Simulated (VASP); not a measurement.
Computed with r2SCAN meta-GGA with spin-orbit coupling, VASP's PBE PAW potentials (set 64) (plane waves; VASP).

VASP ran on this input.

File KPOINTS_OPT:
```
k-points along high-symmetry lines
8
Line-mode
Reciprocal
  0.000000   0.000000   0.000000 ! GAMMA
 -0.500000  -0.500000   0.000000 ! X

 -0.500000  -0.500000   0.000000 ! X
 -0.375000  -0.375000   0.250000 ! U

 -0.375000  -0.000000   0.375000 ! K
  0.000000   0.000000   0.000000 ! GAMMA

  0.000000   0.000000   0.000000 ! GAMMA
 -0.000000  -0.000000   0.500000 ! L

 -0.000000  -0.000000   0.500000 ! L
 -0.500000  -0.250000   0.250000 ! W

 -0.500000  -0.250000   0.250000 ! W
 -0.500000  -0.500000   0.000000 ! X
```

File KPOINTS:
```
Automatic mesh
0
Gamma
 7 7 7
```

**INCAR**
```
ALGO = Normal
EDIFF = 1E-6
ENCUT = 400
GGA_COMPAT = F
ISMEAR = 0
LASPH = T
LCHARG = F
LMAXMIX = 4
LMIXTAU = T
LREAL = F
LSORBIT = T
LWAVE = F
MAGMOM = 6*0
METAGGA = R2SCAN
NELM = 100
PREC = Accurate
SIGMA = 0.05
SYSTEM = AlSb
```

### POSCAR
```
AlSb
1.0
  0.0000000000   3.0914156126   3.0914156126
  3.0914156126   0.0000000000   3.0914156126
  3.0914156126   3.0914156126   0.0000000000
Al Sb
1 1
Direct
  0.0000000000   0.0000000000   0.0000000000
  0.2500000000   0.2500000000   0.2500000000
```

POTCAR, in this order: Al Sb (PBE.64 set). Program: vasp_ncl.

The run wrote:

OSZICAR:
```
       N       E                     dE             d eps       ncg     rms          rms(c)
DAV:   1    -0.664879768132E+01   -0.66488E+01   -0.21856E+03   960   0.617E+02
DAV:   2    -0.325210195563E+02   -0.25872E+02   -0.23679E+02  1264   0.112E+02
DAV:   3    -0.339162044649E+02   -0.13952E+01   -0.13835E+01  1288   0.270E+01
DAV:   4    -0.339336908115E+02   -0.17486E-01   -0.17485E-01  1096   0.373E+00
DAV:   5    -0.339340783943E+02   -0.38758E-03   -0.38758E-03  1240   0.559E-01    0.421E+00
DAV:   6    -0.329747421695E+02    0.95934E+00   -0.17833E-01  1072   0.339E+00    0.278E+00
DAV:   7    -0.329069568702E+02    0.67785E-01   -0.91071E-02   984   0.259E+00    0.137E+00
DAV:   8    -0.329945884455E+02   -0.87632E-01   -0.50027E-02   960   0.193E+00    0.520E-01
DAV:   9    -0.329927047491E+02    0.18837E-02   -0.67323E-03  1112   0.822E-01    0.252E-01
DAV:  10    -0.329929321747E+02   -0.22743E-03   -0.66607E-03   960   0.781E-01    0.150E-01
DAV:  11    -0.329969981795E+02   -0.40660E-02   -0.11416E-03   960   0.337E-01    0.230E-02
DAV:  12    -0.329971275853E+02   -0.12941E-03   -0.88391E-05  1024   0.104E-01    0.117E-02
DAV:  13    -0.329971530080E+02   -0.25423E-04   -0.27259E-05  1008   0.476E-02    0.453E-03
DAV:  14    -0.329971579941E+02   -0.49861E-05   -0.53288E-06  1128   0.236E-02    0.210E-03
DAV:  15    -0.329971602803E+02   -0.22862E-05   -0.11516E-06   904   0.116E-02    0.197E-03
DAV:  16    -0.329971603059E+02   -0.25568E-07   -0.89041E-08   480   0.336E-03
   1 F= -.32997160E+02 E0= -.32997160E+02  d E =-.194182E-15  mag=     0.0000     0.0000     0.0000
       N       E                     dE             ncg
       N       E                     dE             ncg
```

### OUTCAR
```
------------------------ aborting loop because EDIFF is reached ----------------------------------------
  FORCE on cell =-STRESS in cart. coord.  units (eV):
  Direction    XX          YY          ZZ          XY          YZ          ZX
  --------------------------------------------------------------------------------------
  Total        0.0115589      0.0115589      0.0115589      0.0000000     -0.0000000      0.0000000
  in kB        0.3134186      0.3134186      0.3134186      0.0000000     -0.0000000      0.0000000
  external PRESSURE =       0.3134186 kB  Pullay stress =       0.0000000 kB
  volume of cell :       59.09
      direct lattice vectors                 reciprocal lattice vectors
     0.000000000  3.091415613  3.091415613    -0.161738201  0.161738201  0.161738201
     3.091415613  0.000000000  3.091415613     0.161738201 -0.161738201  0.161738201
     3.091415613  3.091415613  0.000000000     0.161738201  0.161738201 -0.161738201
 POSITION                                       TOTAL-FORCE (eV/Angst)
 -----------------------------------------------------------------------------------
      0.00000      0.00000      0.00000        -0.000000     -0.000000     -0.000000
      1.54571      1.54571      1.54571         0.000000      0.000000      0.000000
 -----------------------------------------------------------------------------------
    total drift:                                0.000000      0.000000      0.000000
  FREE ENERGIE OF THE ION-ELECTRON SYSTEM (eV)
  ---------------------------------------------------
  free  energy   TOTEN  =       -32.9971603059 eV

  energy  without entropy=      -32.9971603059  energy(sigma->0) =      -32.99716031

 Ion:    1  E_soc:     -0.0002435

 Ion:    2  E_soc:     -0.1100197
```
(Selected blocks of OUTCAR.)

### OUTCAR
```
 val. band max:        4.6436435394   @ k =   0.0000   0.0000   0.0000

 cond. band min:       5.9261946069   @ k =   0.4286   0.4286   0.0000


 Fermi energy:         4.9056791099

 k-point     1 :       0.0000    0.0000    0.0000
  band No.  band energies     occupation
      1      -6.5868      1.00000
      2      -6.5868      1.00000
      3       4.0033      1.00000
      4       4.0033      1.00000
      5       4.6436      1.00000
      6       4.6436      1.00000
      7       4.6436      1.00000
      8       4.6436      1.00000
      9       6.4461      0.00000
     10       6.4461      0.00000
     11       7.7803      0.00000
     12       7.7803      0.00000
     13       7.8275      0.00000
     14       7.8275      0.00000
     15       7.8275      0.00000
     16       7.8275      0.00000

 k-point     2 :       0.1429    0.0000    0.0000
  band No.  band energies     occupation
      1      -6.3938      1.00000
      2      -6.3938      1.00000
      3       2.6993      1.00000
      4       2.6993      1.00000
      5       4.0210      1.00000
      6       4.0210      1.00000
      7       4.3898      1.00000
      8       4.3907      1.00000
      9       6.8533      0.00000
     10       6.8533      0.00000
     11       8.1453      0.00000
     12       8.1453      0.00000
     13       8.1987      0.00000
     14       8.2115      0.00000
     15       8.8127      0.00000
     16       8.8127      0.00000

 k-point     3 :      -0.1429    0.0000    0.0000
  band No.  band energies     occupation
      1      -6.3938      1.00000
      2      -6.3938      1.00000
      3       2.6993      1.00000
      4       2.6993      1.00000
      5       4.0210      1.00000
      6       4.0210      1.00000
      7       4.3898      1.00000
      8       4.3907      1.00000
      9       6.8533      0.00000
     10       6.8533      0.00000
     11       8.1453      0.00000
     12       8.1453      0.00000
     13       8.1987      0.00000
...
```

The compound is AlSb in the zinc blende structure. It was relaxed first.
